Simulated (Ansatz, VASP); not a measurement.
**Two plane-wave programs on ZnSe**

```
Zn Se
1.0
     0.00000    2.82747    2.82747
     2.82747    0.00000    2.82747
     2.82747    2.82747    0.00000
Zn Se
1 1
Direct
  0.00000 0.00000 0.00000
  0.75000 0.75000 0.75000
```

Alike in both runs: functional PBE; dispersion D3(BJ); k mesh 8 × 8 × 8; occupations gaussian, width 0.02 eV; no spin polarisation.

Ansatz relaxed the structure, and its values are those at the end. VASP's run is a single point on that final structure, the one shown.

```csv
,VASP,Ansatz
version,VASP 6.6.1,Ansatz 0.2.0
potentials or method,"VASP PAW PBE potentials, release 64 (Zn, Se)","scalar-relativistic, plane waves, PAW"
plane-wave cutoff (eV),520,420
valence electrons in the cell,18,28
```

```tsv
	VASP	Ansatz	Ansatz less VASP
gap on the k mesh at the Fermi level (eV)	1.32	1.31	-0.002
least direct gap on the mesh (eV)	1.32	1.31	-0.002
pressure (GPa)	0.3	0.0	-0.25
```

The two sets of potentials don't hold the same shells in valence.

PBE gaps usually lie below the measured ones, often by a third to a half.
